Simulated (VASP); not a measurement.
Ti:

```
CELL_PARAMETERS angstrom
0.00000 2.05457 2.05457
2.05457 0.00000 2.05457
2.05457 2.05457 0.00000
ATOMIC_POSITIONS crystal
Ti 0.00000 0.00000 0.00000
```

This isn't the form of Ti at room conditions, which is hcp.

| Item | Value |
| --- | --- |
| Program | VASP 6.6.1 |
| Task | relaxation of cell and atoms |
| Functional | PBEsol |
| Potentials or basis | VASP PAW PBE potentials, release 64 (Ti_sv) |
| Cutoff | 600 eV |
| k mesh | 6 × 6 × 6 |
| Occupations | gaussian, width 0.1 eV |
| Spin | no spin polarisation |

At the start: pressure -3.9 GPa; volume 17.35 Å³/atom.

Q: How do energy, volume and symmetry change on relaxing?

A: Over 3 steps the energy falls by 7.5 meV/atom and the volume is 16.74 Å³/atom (-3.5 %); space group Fm-3m (No. 225, to 0.05 Å).

The path:
```
step  energy change (eV)  largest force (eV/Å)  pressure (GPa)  volume (Å³)
   1              0.0000                0.0000           -3.87        17.35
   2             -0.0036                0.0000            3.08        16.32
   3             -0.0075                0.0000            0.00        16.74
```

Final structure:
```
CELL_PARAMETERS angstrom
0.00000 2.03032 2.03032
2.03032 0.00000 2.03032
2.03032 2.03032 0.00000
ATOMIC_POSITIONS crystal
Ti 0.00000 0.00000 0.00000
```

Caveat: the k mesh is coarse (spacing up to 0.44 Å⁻¹), so the values aren't converged; the PAW data sets were made with another functional, which shifts forces and pressure a little.
